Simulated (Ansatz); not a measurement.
**ZrS2: stiffness from a series of strains**

```xyz
3
Lattice="3.6300 0.0000 0.0000 -1.8150 3.1437 0.0000 0.0000 0.0000 5.8500" Properties=species:S:1:pos:R:3 pbc="T T T"
Zr    0.0000    0.0000    0.0000
S     0.0000    2.0958    1.4578
S     1.8150    1.0479    4.3922
```

Atoms are numbered in the order listed.

The cell is COD entry 5910006, as deposited and not checked against the literature; nothing was relaxed.

These are results of DFT, PBE, all-electron LAPW, scalar-relativistic (Ansatz 0.2.0), not measurements.

The runs use a Γ-centred 10×10×5 k mesh, Fermi–Dirac smearing of 0.01 eV, basis error target 1 meV/atom, no spin polarisation.

The strain is applied along the Cartesian axes of the cell as listed (the other components stay zero). Fractional coordinates are held (clamped ions).

σ is the change of stress from the unstrained cell, which is at 3.03 GPa; tension is positive, so slopes are stress–strain coefficients at that pressure.

Only quantities that a quadratic follows smoothly over the whole series are listed; rougher ones are left out.

```
εxx = εyy  σzz (GPa)  σxx (GPa)
  -0.0300      -5.12      -8.59
  -0.0200      -3.24      -5.48
  -0.0100      -1.54      -2.63
   0.0000       0.00       0.00
   0.0100       1.39       2.41
   0.0300       3.76       6.65
```

Question: Fit the series and read off the stiffness at zero strain.

Answer: Least-squares fits y = p0 + p1 x + p2 x² to the rows give σzz (GPa): p1 = 148, p2 = -760; σxx (GPa): p1 = 254, p2 = -1100. So C13 + C23 = 148 GPa and C11 + C12 = 254 GPa, for these axes.

Question: One run, at εxx = εyy = 0.0200, is withheld. Predict its row.

Answer: The fits give 2.66, 4.64; the run gave 2.64, 4.62.
